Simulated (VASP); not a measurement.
# Settings for CdS: excitons with model screening

CdS, F-43m (no. 216), 2 atoms in the cell. PBE, BSE with a model dielectric function; PAW potentials Cd_GW, S_GW (PBE set). VASP 6.6.1.

Wanted: eps static mean within 1 %; spectrum broadened by 0.3 eV (imaginary part of ε) within 12 %.

k mesh of the G0W0 step: 4 × 4 × 4; Optimised for: spectrum.

POSCAR:
```
CdS
1.0
    0.0000000000      2.9165000000      2.9165000000
    2.9165000000      0.0000000000      2.9165000000
    2.9165000000      2.9165000000      0.0000000000
Cd S
1 1
Direct
    0.0000000000      0.0000000000      0.0000000000
    0.7500000000      0.7500000000      0.7500000000
```

The series start from Solver (IBSE): 3; Solver precision: High; Conduction bands in the pairs: 4; Valence bands in the pairs: 3; Largest pair energy, which also ends the spectrum (eV): 25; k mesh: 6 × 6 × 6. Each series keeps the choices made before it, and each single choice may use up half of a tolerance. Times cover all steps of a run.

## Solver (IBSE)

| Solver (IBSE) | Eps static mean | Spectrum broadened by 0.3 eV (imaginary part of ε), largest deviation against the largest value | Time (s) |
|---|---|---|---|
| 3 | 6.808 | 0 % | 68 |
| 2 | 6.808 | 0 % | 70 |
| 1 | 6.801 | 0.05 % | 90 |

Chosen: 3; no other choice that stays within half of the tolerance saves 30 % of the time.

## Solver precision

| Solver precision | Eps static mean | Spectrum broadened by 0.3 eV (imaginary part of ε), largest deviation against the largest value | Time (s) |
|---|---|---|---|
| Low | 6.808 | 0 % | 67 |
| Medium | 6.808 | 0 % | 68 |
| High (reference) | 6.808 | 0 % | 68 |

Chosen: Low, the loosest value from which every tighter one stays within half of the tolerance.

## Conduction bands in the pairs

| Conduction bands in the pairs | Eps static mean | Spectrum broadened by 0.3 eV (imaginary part of ε), largest deviation against the largest value | Time (s) |
|---|---|---|---|
| 1 | 5.11 | 71 % | 58 |
| 2 | 6.082 | 38 % | 60 |
| 4 | 6.808 | 12 % | 67 |
| 8 (reference) | 6.946 | 0 % | 90 |

Chosen: 8; the next looser run is off by more than half of the tolerance, so convergence isn't shown beyond this value.

## Valence bands in the pairs

| Valence bands in the pairs | Eps static mean | Spectrum broadened by 0.3 eV (imaginary part of ε), largest deviation against the largest value | Time (s) |
|---|---|---|---|
| 1 | 4.221 | 41 % | 76 |
| 2 | 6.348 | 16 % | 81 |
| 3 | 6.946 | 3.3 % | 90 |
| 4 | 6.993 | 2.7 % | 104 |
| 6 (reference) | 7.08 | 0 % | 126 |

Chosen: 6; the next looser run is off by more than half of the tolerance, so convergence isn't shown beyond this value.

## Largest pair energy, which also ends the spectrum (eV)

| Largest pair energy, which also ends the spectrum (eV) | Eps static mean | Spectrum broadened by 0.3 eV (imaginary part of ε), largest deviation against the largest value | Time (s) |
|---|---|---|---|
| 9 | 6.408 | 47 % | 110 |
| 13 | 6.886 | 8.3 % | 115 |
| 18 | 7.037 | 0.5 % | 118 |
| 25 (reference) | 7.08 | 0 % | 126 |

Chosen: 25; the next looser run is off by more than half of the tolerance, so convergence isn't shown beyond this value.

## k mesh

| k mesh | Eps static mean | Spectrum broadened by 0.3 eV (imaginary part of ε), largest deviation against the largest value | Time (s) |
|---|---|---|---|
| 4 × 4 × 4 | 10.76 | 127 % | 58 |
| 6 × 6 × 6 | 7.08 | 26 % | 126 |
| 8 × 8 × 8 (reference) | 6.388 | 0 % | 504 |

Chosen: 8 × 8 × 8; the next looser run is off by more than half of the tolerance, so convergence isn't shown beyond this value.

## All choices together

| Input | Eps static mean | Spectrum broadened by 0.3 eV (imaginary part of ε), largest deviation against the largest value | Time (s) |
|---|---|---|---|
| chosen settings | 6.388 | 0 % | 504 |
| reference settings throughout | 6.388 | 0 % | 553 |

The chosen settings stay within the tolerance of the reference run, but the reference itself isn't shown to be converged in: Conduction bands in the pairs, Valence bands in the pairs, Largest pair energy, which also ends the spectrum (eV), k mesh.

## The input

INCAR.step1:
```
SYSTEM = CdS
  PREC = Accurate
  ENCUT = 260
  ISMEAR = 0
  SIGMA = 0.02
  EDIFF = 1E-8
  LASPH = .TRUE.
  KPAR = 4
  LWAVE = .FALSE.
  LCHARG = .FALSE.
  LEPSILON = .TRUE.
  LRPA = .TRUE.
```

INCAR.step2, as INCAR.step1 but for:
```
- LWAVE = .FALSE.
- LEPSILON = .TRUE.
- LRPA = .TRUE.
+ LWAVE = .TRUE.
```

INCAR.step3, as INCAR.step2 but for:
```
- EDIFF = 1E-8
+ EDIFF = 1E-7
+ ALGO = Exact
+ NELM = 1
+ LOPTICS = .TRUE.
+ ISTART = 1
+ NBANDS = 69
+ NEDOS = 2000
```

INCAR.step4:
```
SYSTEM = CdS
  PREC = Accurate
  ENCUT = 260
  ISMEAR = 0
  SIGMA = 0.02
  LASPH = .TRUE.
  KPAR = 4
  LWAVE = .TRUE.
  LCHARG = .FALSE.
  ALGO = EVGW0
  NELMGW = 1
  ISTART = 1
  NBANDS = 69
  ENCUTGW = 120
  NOMEGA = 48
  NBANDSGW = 25
  PRECFOCK = Fast
```

INCAR.step5:
```
SYSTEM = CdS
  PREC = Accurate
  ENCUT = 260
  ISMEAR = 0
  SIGMA = 0.02
  EDIFF = 1E-7
  LASPH = .TRUE.
  KPAR = 4
  LWAVE = .TRUE.
  LCHARG = .FALSE.
  LOPTICS = .TRUE.
  NBANDS = 21
  NEDOS = 2000
```

INCAR.step6:
```
SYSTEM = CdS
  PREC = Accurate
  ENCUT = 260
  ISMEAR = 0
  SIGMA = 0.02
  EDIFF = 1E-7
  LASPH = .TRUE.
  KPAR = 4
  LWAVE = .FALSE.
  LCHARG = .FALSE.
  ALGO = TDHF
  NBANDS = 21
  NBANDSO = 6
  NBANDSV = 8
  IBSE = 3
  LHARTREE = .TRUE.
  LADDER = .TRUE.
  LFXC = .FALSE.
  LHFCALC = .TRUE.
  LMODELHF = .TRUE.
  AEXX = 0.1616
  HFSCREEN = 1.19
  SCISSOR = 0.738
  ENCUTGW = 120
  PRECFOCK = Fast
  ANTIRES = 0
  OMEGAMAX = 25
  CSHIFT = 0.15
  NOMEGA = 1000
  ISTART = 1
  BSEPREC = Low
```

KPOINTS.step1:
```
k-points
0
Gamma
  8 8 8
```

KPOINTS.step2:
```
k-points
0
Gamma
  4 4 4
```

KPOINTS.step5:
```
Automatic mesh
0
Gamma
  8 8 8
  0 0 0
```

Commands (each step's output is kept before the next begins):
```
cat potpaw_PBE.64/Cd_GW/POTCAR potpaw_PBE.64/S_GW/POTCAR > POTCAR
cp INCAR.step1 INCAR
cp KPOINTS.step1 KPOINTS
mpirun -np 4 vasp_std > vasp.out
rm WAVECAR CHG
cp INCAR.step2 INCAR
cp KPOINTS.step2 KPOINTS
mpirun -np 4 vasp_std > vasp.out
cp INCAR.step3 INCAR
mpirun -np 4 vasp_std > vasp.out
cp INCAR.step4 INCAR
mpirun -np 4 vasp_std > vasp.out
rm W*.tmp WAVECAR CHG WAVEDER
cp INCAR.step5 INCAR
cp KPOINTS.step5 KPOINTS
mpirun -np 4 vasp_std > vasp.out
cp INCAR.step6 INCAR
mpirun -np 4 vasp_std > vasp.out
```

Limits: The 8×8×8 mesh is coarse for a spectrum: peaks stand apart that a denser mesh merges, and ε at zero frequency can be far too high; spin-orbit coupling is left out, which can matter with atoms this heavy; the scissor comes from a small G0W0 step, so absolute energies aren't converged; the pairs hold 6 valence and 8 conduction bands, and what lies beyond is missing from ε.

The chosen input took VASP 6.6.1 504 s on 4 cores (Intel Xeon 6975P-C (Granite Rapids)), a shared host.
